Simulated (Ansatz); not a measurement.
Crystal: MgS.

```
S Mg
1.0
     0.00000    2.83312    2.83312
     2.83312    0.00000    2.83312
     2.83312    2.83312    0.00000
S Mg
1 1
Cartesian
  4.2497 4.2497 4.2497
  0.0000 0.0000 0.0000
```

The cell comes from a database or a generator and needn't be the stable form of this composition.

Program: Ansatz 0.2.0. Alike in all runs: no spin polarisation; cell as given. Hardware: 1 thread of Arm Neoverse V1 (shared host).

Task: Order these runs on this cell by their wall time, lowest first.
A. task electron localisation function; level CAM-B3LYP+D3(BJ)-ATM; potentials or basis Ansatz PAW; k mesh 5 × 5 × 5; cutoff (eV) 420; smearing gaussian 0.05 eV; mesh quality not flagged
B. task band structure; level r2SCANh+D3(BJ); potentials or basis Ansatz NC; k mesh 4 × 4 × 4; cutoff (eV) 1143; smearing fixed; points for each segment of the path 4; mesh quality coarse
C. task single point; level PBEsol+D3(BJ); potentials or basis JTH PAW; k mesh 8 × 8 × 8; cutoff (eV) 900; smearing fermi-dirac 0.15 eV; mesh quality not flagged

Result: C (6.1 s), A (22 s), B (480 s).

Caveats: some runs use coarse meshes; the dispersion damping was fitted for another functional or another form of the correction (some runs).

Runs at the PBE level aren't shown here.
